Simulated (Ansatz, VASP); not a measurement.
Two plane-wave programs on Ag

```
Ag
1.0
     2.93583    0.00000    0.00000
    -1.46791    2.54250    0.00000
     0.00000    0.00000    4.79096
Ag
2
Cartesian
  0.0000 1.6950 1.1977
  1.4679 0.8475 3.5932
```

Alike in both runs: functional PBE; k mesh 16 × 16 × 9; occupations fermi-dirac, width 0.05 eV; no spin polarisation.

Ansatz relaxed the structure, and its values are those at the end. VASP's run is a single point on that final structure, the one shown.

```csv
,VASP,Ansatz
version,VASP 6.6.1,Ansatz 0.2.0
potentials or method,"VASP PAW PBE potentials, release 64 (Ag)","PAW with Ansatz's default frozen-core files, scalar-relativistic"
plane-wave cutoff (eV),520,420
valence electrons in the cell,22,38
```

```tsv
	VASP	Ansatz	Ansatz less VASP
pressure (GPa)	-0.1	0.0	+0.12
```

The two sets of potentials don't hold the same shells in valence.
